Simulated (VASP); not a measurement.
Input of a VASP 6.6.1 run:

File INCAR:

```
  PREC = Accurate
  ENCUT = 520
  EDIFF = 1E-8
  ISMEAR = 0
  SIGMA = 0.02
  LREAL = F
  LASPH = T
  NELM = 80
  ALGO = Normal
  ISIF = 2
  LWAVE = F
  LCHARG = F
  GGA = PE
  LEFG = T
```

File KPOINTS:

```
regular mesh
0
Gamma
  9 9 5
```

POSCAR

```
PtS2
1.0
    3.5432000000      0.0000000000      0.0000000000
   -1.7716000000      3.0685012107      0.0000000000
    0.0000000000      0.0000000000      5.0388000000
Pt S
1 2
Direct
    0.0000000000      0.0000000000      0.0000000000
    0.6666666667      0.3333333333      0.7730000000
    0.3333333333      0.6666666667      0.2270000000
```

Potentials or basis: VASP PAW PBE potentials, release 64 (Pt, S).

Launch:

```sh
$ cat potpaw_PBE.64/Pt/POTCAR potpaw_PBE.64/S/POTCAR > POTCAR
$ mpirun -np 1 vasp_std > vasp.out
```

Estimate the largest force.

1.213 eV/Å.

Predict the pressure.

11.1 GPa.

Forces in eV/Å, atoms in the order of the input:
```
Pt   0.000  0.000  0.000
S    0.000  0.000 -1.213
S    0.000  0.000  1.213
```

Caveat: forces of over 1 eV/Å show positions far from the minimum, so gaps and moduli don't describe the material at rest.
